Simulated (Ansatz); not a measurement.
## Cr: stationary points along a deformation path

Theory: DFT PBEsol, scalar-relativistic, plane waves, PAW (Ansatz). Cutoff 420 eV, Γ-centred 26×26×26 k-points, Gaussian smearing of 0.15 eV. No spin polarisation. A magnetic state may lie lower. Energies are free energies at this smearing, counted from the undisturbed cell; pressure is positive in compression.

Zero of the scan (as given, not relaxed at this level; it stands at -17.6 GPa):

```yaml
crystal:
  lattice:
    - [-1.44195, 1.44195, 1.44195]
    - [1.44195, -1.44195, 1.44195]
    - [1.44195, 1.44195, -1.44195]
  atoms:
    - { symbol: Cr, position: [0.00000, 0.00000, 0.00000] }
```

At fixed volume and fractional coordinates, lengths along (0.000, 0.000, 1.000) are scaled against those across it; ρ is that ratio over its starting value. V = 11.993 Å³/atom. Δσ is the stress along the axis less the mean stress across it (compression positive).

```
    ρ  ΔE (meV/atom)  Δσ (GPa) space group
0.650          664.3     53.28       I4/mmm
0.707          482.0     34.03       I4/mmm
0.780          338.6     29.36       I4/mmm
0.850          192.7     39.04       I4/mmm
0.920           55.4     26.34       I4/mmm
0.960           13.3     13.11       I4/mmm
1.000            0.0      0.00        Im-3m
1.050           18.3    -14.72       I4/mmm
1.100           66.7    -26.45       I4/mmm
1.200          205.4    -33.17       I4/mmm
1.300          321.2    -22.93       I4/mmm
1.414          373.6     -0.05        Fm-3m
1.500          351.3     13.03       I4/mmm
```

Q: How does the stress give the slope of the energy, and where is the energy stationary?

A: Along the path d ln(length) is 2/3 d ln ρ on the axis and −1/3 d ln ρ across it, so dE/d ln ρ = −(2/3) V Δσ: the energy falls with ρ where Δσ is positive. Δσ vanishes or changes sign at ρ = 1.000 (Im-3m), a minimum at 0.0 meV/atom; at ρ = 1.414 (Fm-3m), a maximum at 373.6 meV/atom. Pairs of stationary points between two samples would go unseen, and could change a minimum read from distant neighbours into a maximum. At ρ = 1.000, 1.414 the cell is cubic, where symmetry alone makes the stress isotropic and the slope zero.

Q: Which shear constant sets the curvature at ρ = 1?

A: For a cubic crystal E/V = (2/3) C (ln ρ)² with C = C′ = (C11 − C12)/2, so Δσ = −2C ln ρ. The parabola of Δσ against ln ρ through ρ = 0.960, 1 and 1.050 gives C ≈ 156 GPa with the ions clamped, rough because the steps are large. It is the stress–strain coefficient at this cell's pressure of -17.6 GPa, not the zero-pressure constant.

Q: Integrate that slope from ρ = 1 to 0.850 by the trapezoid rule.

A: With V/N in Å³ and 1 eV/Å³ = 160.2 GPa the slopes at ρ = 1.000, 0.960, 0.920, 0.850 are 0, -654, -1315, -1948 meV/atom per unit of ln ρ. The steps add 13.4 + 41.9 + 129.1 = 184.4 meV/atom, against 192.7 from the energies; the trapezoid rule misses the curvature of the slope within each step.

In a metal these slopes depend on the k mesh and the smearing.

Cost: 13 runs of about 2.4 core-minutes in all, on Arm Neoverse V1 (shared hosts).